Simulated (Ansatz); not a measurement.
# BN: the cost of one run

Method: DFT PBE, scalar-relativistic, plane waves, PAW, in Ansatz 0.2.0.

2 further runs of the same task are left out: 2 set aside as unsound or not needed.

## 1. The system as given

The structure is hexagonal, space group P6_3mc (No. 186). Conventional cell: a = 3.218 Å, b = 3.218 Å, c = 5.243 Å, α = 90.00°, β = 90.00°, γ = 120.00°. Around Ga (site symmetry 3m) lie 4 N at 1.97 to 1.98 Å. N (site symmetry 3m) has 4 Ga at 1.97 to 1.98 Å as nearest neighbours.

Structure file:

```xyz
4
Lattice="3.2184 0.0000 0.0000 -1.6092 2.7872 0.0000 0.0000 0.0000 5.2432" Properties=species:S:1:pos:R:3 pbc="T T T"
Ga    1.6092    0.9291    2.6170
Ga    0.0000    1.8581    5.2386
N     1.6092    0.9291    4.5923
N     0.0000    1.8581    1.9707
```

It goes back to an entry of the Materials Project.

It is the result of an earlier relaxation at this level (volume 11.76 Å³/atom; gap on the mesh: 1.71 eV).

## 2. The substitution Ga → B

BN starts from the relaxed positions of GaN, with all lengths scaled by 0.873, a guess from tabulated radii.

## 3. A first look at the start (BN)

Contents of input.yaml:

```yaml
crystal:
  lattice:
    - [2.8090156012, 0.0, 0.0]
    - [-1.4045078006, 2.4326788702, 0.0]
    - [0.0, 0.0, 4.5762725091]
  atoms:
    - { symbol: B, position: [0.6666666667, 0.3333333333, 0.4991348631] }
    - { symbol: B, position: [0.3333333333, 0.6666666667, 0.9991348631] }
    - { symbol: "N", position: [0.6666666667, 0.3333333333, 0.8758651369] }
    - { symbol: "N", position: [0.3333333333, 0.6666666667, 0.3758651369] }
basis:
  ecutwfc: 420
kpoints:
  mp_grid: { grid: [9, 9, 4] }
hamiltonian:
  xc: pbe
scf:
  occupations: { method: gaussian, width: 0.1 }
output:
  forces: true
  stress: true
  eigenvalues: true
```

Started as:

```bash
$ ansatz run input.yaml --threads 1 --pin off --max-ram 2560MiB --backend cpu --events-out ev --progress --plain --runs-dir out
```

**Question.** How long does this run take on 1 thread of Arm Neoverse N1, shared host, and how much memory does it need?

About 2.8 s, with a peak of 0.34 GiB.
